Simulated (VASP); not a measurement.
Wanted: the native input for a VASP 6.6.1 run.

| Quantity | Value |
| --- | --- |
| Task | single point |
| Functional | LDA |
| Potentials or basis | VASP PAW LDA potentials, release 64 (Cu, I) |
| Cutoff | 520 eV |
| k mesh | 5 × 5 × 5 |
| Occupations | gaussian, width 0.05 eV |
| Spin | collinear spin, random start |
| Starting moments | [-0.29, 0.0, 0.0] μB |
| Hubbard terms | Cu d U = 3 eV |
| Further INCAR settings | ALGO = Normal; EDIFF = 1e-06 |

The structure of CuI2 lies in POSCAR:

```
CuI2
1.0
    0.0000000000      3.5112550600      3.5112550600
    3.5112550600      0.0000000000      3.5112550600
    3.5112550600      3.5112550600      0.0000000000
Cu I
1 2
Direct
    0.0000000000      0.0000000000      0.0000000000
    0.2500000000      0.2500000000      0.2500000000
    0.7500000000      0.7500000000      0.7500000000
```

The cell comes from a database or a generator and needn't be the stable form of this composition.

One way to write it, as run:

INCAR

```
SYSTEM = CuI2
ALGO     = Normal         ! electronic algorithm
EDIFF    = 1E-6           ! SCF threshold, eV
ENCUT    = 520            ! plane-wave cutoff, eV
ISIF     = 2              ! what is computed and relaxed
ISMEAR   = 0              ! smearing method
ISPIN    = 2              ! spin polarisation
LASPH    = .TRUE.         ! aspherical terms in the spheres
LCHARG   = .TRUE.         ! write CHGCAR
LDAU     = .TRUE.         ! DFT+U
LDAUJ    = 0 0          
LDAUL    = 2 -1           ! shell
LDAUPRINT= 1            
LDAUTYPE = 2            
LDAUU    = 3 0            ! U, eV
LELF     = .TRUE.         ! ELF
LMAXMIX  = 4              ! l up to which the mixer works
LORBIT   = 11             ! projections on sites
LREAL    = .FALSE.        ! projectors in reciprocal space
LVHAR    = .TRUE.       
LWAVE    = .FALSE.        ! write WAVECAR
MAGMOM   = -0.29 0 0      ! initial moments
NELM     = 60             ! most SCF steps
PREC     = Accurate       ! precision mode
SIGMA    = 0.05           ! smearing width, eV
```

KPOINTS

```
k-points
0
G
  5 5 5
  0 0 0
```

Potentials or basis: VASP PAW LDA potentials, release 64 (Cu, I).

Command:

```bash
$ cat potpaw_LDA.64/Cu/POTCAR potpaw_LDA.64/I/POTCAR > POTCAR
$ mpirun -np 1 vasp_std > vasp.out
```

It gave:

The pressure is -1.9 GPa and the band gap on the k mesh is none (metal or under the smearing width). The net moment is 0.00 μB per cell and the valence electrons inside the program's atomic spheres are Cu 9.81; I 4.24.

It took 29 s on 1 thread of Intel(R) Xeon(R) 6975P-C (Granite Rapids) (shared host), peak memory 0.2 GiB.
